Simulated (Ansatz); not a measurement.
HfN:

```
Hf N
1.0
     0.00000    2.25600    2.25600
     2.25600    0.00000    2.25600
     2.25600    2.25600    0.00000
Hf N
1 1
Direct
  0.00000 0.00000 0.00000
  0.50000 0.50000 0.50000
```

Base run:

```yaml
Program: Ansatz 0.2.0
Functional: BLYP
Potentials_or_basis: Ansatz PAW
Cutoff: "420 eV (not typed: the program's choice for these potentials)"
k_mesh: 10 × 10 × 10
Occupations: fermi-dirac, width 0.05 eV
Spin: no spin polarisation
```

Its results: band gap on the k mesh none (metal or under the smearing width); pressure 15.4 GPa.

Task: The run is repeated on the same cell with these changes: functional from BLYP to r2SCAN; cutoff from 420 eV (not typed: the program's choice for these potentials) to 500 eV (not typed: the program's choice for these potentials). What comes out?

Result: Band gap on the k mesh none (metal or under the smearing width); pressure 2.6 GPa.

Caveats: spin-orbit coupling is left out, which moves the levels of the heavy elements; the PAW data sets come from PBE, with cores solved anew for the run's functional, which leaves a small shift of forces and pressure; so large a pressure means that the cell lies far from this level's equilibrium, or that cutoff or potentials fall short (some runs).
